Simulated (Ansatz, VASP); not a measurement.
**GaN in VASP and in Ansatz**

POSCAR

```
GaN
1.0
    0.0000000000      2.1646168212      2.3350997714
    2.1646168212      0.0000000000      2.3350997714
    2.1646168212      2.1646168212      0.0000000000
Ga N
1 1
Direct
    0.0000000000      0.0000000000      0.0000000000
    0.2500000000      0.2500000000      0.2500000000
```

INCAR.step1

```
PREC = Accurate
ENCUT = 520
ISMEAR = 0
SIGMA = 0.01
LREAL = False
LASPH = True
NELM = 100
NBANDS = 16
GGA = PE
ALGO = Normal
EDIFF = 1E-4
LWAVE = True
LCHARG = False
```

Contents of INCAR.step2:

```
PREC = Accurate
ENCUT = 520
EDIFF = 1E-7
ISMEAR = 0
SIGMA = 0.01
LREAL = False
LASPH = True
NELM = 100
ALGO = Normal
ISIF = 2
LWAVE = False
LCHARG = False
METAGGA = R2SCAN
LMIXTAU = True
NBANDS = 16
ISTART = 1
```

Contents of KPOINTS:

```
regular mesh
0
Gamma
  10 10 10
```

Input for Ansatz:

```yaml
crystal:
  lattice:
    - [0.0, 2.1646168212, 2.3350997714]
    - [2.1646168212, 0.0, 2.3350997714]
    - [2.1646168212, 2.1646168212, 0.0]
  atoms:
    - { symbol: Ga, position: [0.0, 0.0, 0.0] }
    - { symbol: "N", position: [0.25, 0.25, 0.25] }
kpoints:
  mp_grid: { grid: [10, 10, 10] }
  band_path:
    path:
      - [0.0, 0.0, 0.0]
      - [-0.5, -0.5, 0.0]
      - [-0.375, -0.375, 0.25]
      - [-0.375, 0.0, 0.375]
      - [0.0, 0.0, 0.5]
      - [-0.5, -0.25, 0.25]
    npoints: 1
hamiltonian:
  xc: r2scan
scf:
  occupations: { method: fixed }
  n_extra_bands: 4
output:
  forces: true
  stress: true
  eigenvalues: true
```

Change from the starting cell: epitaxial_xy strain -3.8%.

Alike in both runs: task single point; functional r2SCAN; k mesh 10 × 10 × 10; no spin polarisation.

|  | VASP | Ansatz |
| --- | --- | --- |
| version | VASP 6.6.1 | Ansatz 0.2.0 |
| potentials or method | VASP PAW PBE potentials, release 64 (Ga_d, N) | plane waves, PAW |
| plane-wave cutoff (eV) | 520 | 500 |
| occupations | gaussian, width 0.01 eV | fixed |
| valence electrons in the cell | 18 | 18 |

```csv
,VASP,Ansatz,Ansatz less VASP
gap on the k mesh at the Fermi level (eV),2.26,2.27,+0.011
pressure (GPa),9.0,7.8,-1.17
largest component of the traceless stress (GPa),7.67,7.83,+0.168
```

Caveats: the PAW data sets were made with another functional, which shifts forces and pressure a little (VASP).
